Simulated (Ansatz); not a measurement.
A relaxation computed with Ansatz, from input to last step.

```yaml
crystal:
  lattice:
    - [4.3884192815, 0.0, 0.0]
    - [-2.1942096407, 3.8004825802, 0.0]
    - [0.0, 0.0, 4.9436517786]
  atoms:
    - { symbol: Se, position: [0.2208956059, 0.0, 0.3333333333] }
    - { symbol: Se, position: [0.0, 0.2208956059, 0.6666666667] }
    - { symbol: Se, position: [0.7791043941, 0.7791043941, 0.0] }
basis:
  ecutwfc: 500
kpoints:
  mp_grid: { grid: [6, 6, 6] }
hamiltonian:
  xc: r2scan
scf:
  occupations: { method: gaussian, width: 0.02 }
output:
  forces: true
  stress: true
  eigenvalues: true
relax:
  adjacent_minimum: "off"
  f_tol: 0.01
  max_steps: 30
  cell: { stress_tol: 0.1, fix: [volume] }
```

```bash
ansatz run input.yaml --threads 1 --pin off --max-ram 2560MiB --backend cpu --events-out ev --progress --plain --runs-dir out
```

The calculation used Ansatz, DFT r2SCAN, scalar-relativistic, plane waves, PAW.

The volume is held at 0.94 times that of the relaxed cell.

Of 4 frames 3 are shown, positions in Å and forces in eV/Å; the SCF threshold varies from step to step. Steps run on the plane waves of an earlier cell, with a Pulay correction in the pressure. The basis is chosen afresh for the last frame, the zero of the energies, and at times for earlier ones too; energy and pressure step there, also at an unchanged geometry.

```xyz
3
Lattice="4.3884 0.0000 0.0000 -2.1942 3.8005 0.0000 0.0000 0.0000 4.9437" Properties=species:S:1:pos:R:3:forces:R:3 pbc="T T T" step=1 free_energy_over_end_meV_per_atom=4.08 pressure_GPa=2.20
Se    0.9694    0.0000    1.6479    0.3276    0.0000    0.0000
Se   -0.4847    0.8395    3.2958   -0.1638    0.2837    0.0000
Se    1.7095    2.9610    0.0000   -0.1638   -0.2837    0.0000
3
Lattice="4.3729 0.0000 0.0000 -2.1865 3.7871 0.0000 0.0000 0.0000 4.9788" Properties=species:S:1:pos:R:3:forces:R:3 pbc="T T T" step=2 free_energy_over_end_meV_per_atom=0.31 pressure_GPa=1.01
Se    0.9817    0.0000    1.6596    0.0327    0.0000    0.0000
Se   -0.4909    0.8502    3.3192   -0.0163    0.0283    0.0000
Se    1.6956    2.9369    0.0000   -0.0163   -0.0283    0.0000
3
Lattice="4.3596 0.0000 0.0000 -2.1798 3.7756 0.0000 0.0000 0.0000 5.0091" Properties=species:S:1:pos:R:3:forces:R:3 pbc="T T T" step=4 free_energy_over_end_meV_per_atom=0.00 pressure_GPa=0.74
Se    0.9800    0.0000    1.6697    0.0002    0.0000    0.0000
Se   -0.4900    0.8487    3.3394   -0.0001    0.0002    0.0000
Se    1.6898    2.9269    0.0000   -0.0001   -0.0002    0.0000
```

It took 100 s on 1 thread of AMD EPYC 7R43 64-Core Processor (Zen 3), on a shared host, peak memory 0.62 GiB.

The cell holds chains, and r2SCAN describes their binding at middle range but leaves out its long-range dispersion part.